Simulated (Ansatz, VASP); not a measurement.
CoSi in VASP and in Ansatz

File INCAR:

```
PREC     = Accurate       # precision mode
ENCUT    = 520            # plane-wave cutoff, eV
EDIFF    = 1E-6           # SCF threshold, eV
ISMEAR   = -1             # smearing method
SIGMA    = 0.1            # smearing width, eV
LREAL    = F              # projectors in reciprocal space
LASPH    = T              # aspherical terms in the spheres
NELM     = 60             # most SCF steps
ALGO     = Normal         # electronic algorithm
ISIF     = 2              # what is computed and relaxed
LWAVE    = F              # write WAVECAR
LCHARG   = F              # write CHGCAR
GGA      = PE             # functional
NBANDS   = 14             # bands
```

File KPOINTS:

```
regular mesh
0
Gamma
  16 16 16
```

The input POSCAR:

```
CoSi
1.0
    0.0000000000      2.0099274374      2.0099274374
    2.0099274374      0.0000000000      2.0099274374
    2.0099274374      2.0099274374      0.0000000000
Co Si
1 1
Direct
    0.0000000000      0.0000000000      0.0000000000
    0.5000000000      0.5000000000      0.5000000000
```

Input for Ansatz:

```yaml
crystal:
  lattice:
    - [0.0, 2.0099274374, 2.0099274374]
    - [2.0099274374, 0.0, 2.0099274374]
    - [2.0099274374, 2.0099274374, 0.0]
  atoms:
    - { symbol: Co, position: [0.0, 0.0, 0.0] }
    - { symbol: Si, position: [0.5, 0.5, 0.5] }
kpoints:
  mp_grid: { grid: [16, 16, 16] }
scf:
  occupations: { method: fermi_dirac, width: 0.1 }
hamiltonian:
  xc: pbe
  pseudopotentials: { kind: all_electron, lapw: { basis_error: 0.001 } }
output:
  forces: true
  stress: true
  eigenvalues: true
  populations: true
```

Change from the starting cell: volume scaled by 0.64, LAPW.

Alike in both runs: task single point; functional PBE; k mesh 16 × 16 × 16; occupations fermi-dirac, width 0.1 eV; no spin polarisation.

```csv
,VASP,Ansatz
version,VASP 6.6.1,Ansatz 0.2.0
potentials or method,"VASP PAW PBE potentials, release 64 (Co, Si)","all-electron LAPW, scalar-relativistic"
plane-wave cutoff (eV),520,see its input
```

|  | VASP | Ansatz | Ansatz less VASP |
| --- | --- | --- | --- |
| pressure (GPa) | 188.2 | 185.5 | -2.69 |

Ansatz ran all-electron here, so the differences hold the error of VASP's frozen core and of both bases.

Caveats: the cell as given lies far from equilibrium; so large a pressure means that the cell lies far from this level's equilibrium, or that cutoff or potentials fall short (VASP). Spin polarisation is off, so any magnetic state and its effect on volume and gap are missing.
